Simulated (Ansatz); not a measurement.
## Relaxing WC

These are results of Ansatz, DFT r2SCAN, scalar-relativistic, plane waves, PAW, not measurements. Settings: 500 eV cutoff, 10×10×8 k-mesh, Gaussian smearing of 0.10 eV, no spin polarisation.

What was changed: 0 of 4 W sites taken by Mo, cell and atoms relaxed.

Spin–orbit coupling is left out, which can shift energies with elements as heavy as these.

Command:

```bash
ansatz run input.yaml --threads 1 --pin off --max-ram 2560MiB --backend cpu --events-out ev --progress --plain --runs-dir out
```

Input:

```yaml
crystal:
  lattice:
    - [-1.4560479487, 2.5219490254, -2.8361909765]
    - [1.4560479487, -2.5219490254, -2.8361909765]
    - [-4.3681438462, -2.5219490254, 0.0]
  atoms:
    - { symbol: W, position: [0.75, 0.25, 0.5] }
    - { symbol: W, position: [0.25, 0.75, 0.5] }
    - { symbol: W, position: [0.0, 0.0, 1.0] }
    - { symbol: W, position: [0.5, 0.5, 1.0] }
    - { symbol: C, position: [1.0, 0.5, 0.1666666667] }
    - { symbol: C, position: [0.5, 1.0, 0.1666666667] }
    - { symbol: C, position: [0.25, 0.25, 0.6666666667] }
    - { symbol: C, position: [0.75, 0.75, 0.6666666667] }
basis:
  ecutwfc: 500
kpoints:
  mp_grid: { grid: [10, 10, 8] }
hamiltonian:
  xc: r2scan
scf:
  occupations: { method: gaussian, width: 0.1 }
output:
  forces: true
  stress: true
  eigenvalues: true
relax:
  adjacent_minimum: "off"
  f_tol: 0.015
  max_steps: 60
  cell: { stress_tol: 0.15 }
```

F is the free energy. Steps run on the plane waves of an earlier cell, but the last one, and at times one on the way, on a freshly chosen basis, so a repeated geometry can differ a little in energy.

Steps:

| step | F − F(1) (eV) | largest force component (eV/Å) | V (Å³/atom) | P (GPa) |
| --- | --- | --- | --- | --- |
| 1 | 0.0000 | 0.007 | 10.415 | -0.01 |
| 2 | 0.0002 | 0.004 | 10.418 | -0.06 |
| 3 | 0.0000 | 0.001 | 10.415 | 0.00 |
| 4 | 0.0000 | 0.001 | 10.415 | 0.00 |

Relaxed structure:

```yaml
crystal:
  lattice:
    - [-1.45600, 2.52186, -2.83545]
    - [1.45600, -2.52186, -2.83545]
    - [-4.36952, -2.52274, 0.00000]
  atoms:
    - { symbol: W, position: [0.75000, 0.25000, 0.49996] }
    - { symbol: W, position: [0.25000, 0.75000, 0.49996] }
    - { symbol: W, position: [0.00000, 0.00000, 0.99996] }
    - { symbol: W, position: [0.50000, 0.50000, 0.99996] }
    - { symbol: C, position: [0.00000, 0.50000, 0.16671] }
    - { symbol: C, position: [0.50000, 0.00000, 0.16671] }
    - { symbol: C, position: [0.25000, 0.25000, 0.66671] }
    - { symbol: C, position: [0.75000, 0.75000, 0.66671] }
```

The structure is hexagonal, space group P-6m2 (No. 187). The conventional cell has a = 2.912 Å, b = 2.912 Å, c = 2.835 Å, α = 90.00°, β = 90.00°, γ = 120.00°. W (site symmetry -6m2) has 6 C at 2.20 Å as nearest neighbours. Around C (site symmetry -6m2) lie 6 W at 2.20 Å.

The run converged. Time: 7.8 min on 1 thread of Arm Neoverse V1, with other jobs on the host, peak memory 0.82 GiB.